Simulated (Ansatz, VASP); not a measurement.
**Re in VASP and in Ansatz**

Contents of INCAR:

```
ALGO     = Normal         # electronic algorithm
EDIFF    = 1E-7           # SCF threshold, eV
ENCUT    = 520            # plane-wave cutoff, eV
GGA      = PE             # functional
ISIF     = 2              # what is computed and relaxed
ISMEAR   = -1             # smearing method
LASPH    = T              # aspherical terms in the spheres
LCHARG   = F              # write CHGCAR
LREAL    = F              # projectors in reciprocal space
LWAVE    = F              # write WAVECAR
NBANDS   = 10             # bands
NELM     = 80             # most SCF steps
PREC     = Accurate       # precision mode
SIGMA    = 0.1            # smearing width, eV
```

KPOINTS

```
k-points
0
Gamma
  14 14 14
```

File POSCAR:

```
Re
1.0
    2.5456177499      0.0000000000      0.0000000000
    0.0000000000      2.5456177499      0.0000000000
    0.0000000000      0.0000000000      2.5456177499
Re
1
Direct
    0.0000000000      0.0000000000      0.0000000000
```

Input for Ansatz:

```yaml
crystal:
  lattice:
    - [2.5456177499, 0.0, 0.0]
    - [0.0, 2.5456177499, 0.0]
    - [0.0, 0.0, 2.5456177499]
  atoms:
    - { symbol: Re, position: [0.0, 0.0, 0.0] }
hamiltonian:
  xc: pbe
  pseudopotentials:
    kind: paw
    azcp:
      Re: "pseudopotentials/Re.paw.azcp"
basis:
  ecutwfc: 420
  fft_grid_basis: typed
kpoints:
  mp_grid: { grid: [14, 14, 14], shift: [0, 0, 0] }
magnetization:
  spin_polarized: false
scf:
  occupations: { method: fermi_dirac, width: 0.1 }
  lower_state_search: "off"
output:
  stress: true
```

Alike in both runs: task single point; functional PBE; k mesh 14 × 14 × 14; occupations fermi-dirac, width 0.1 eV; no spin polarisation.

|  | VASP | Ansatz |
| --- | --- | --- |
| version | VASP 6.6.1 | Ansatz 0.2.0 |
| potentials or method | VASP PAW PBE potentials, release 64 (Re) | plane waves (420 eV) with PAW, scalar-relativistic |
| plane-wave cutoff (eV) | 520 | 420 |
| valence electrons in the cell | 7 | 15 |

Ansatz gave:

| Property | Result |
| --- | --- |
| pressure (GPa) | 10.9 |

**Question.** Which values does VASP return?

**Answer.** Pressure (GPa): 9.8.

The two sets of potentials don't hold the same shells in valence.

The runs have no spin-orbit coupling, so splittings on Re are missing.
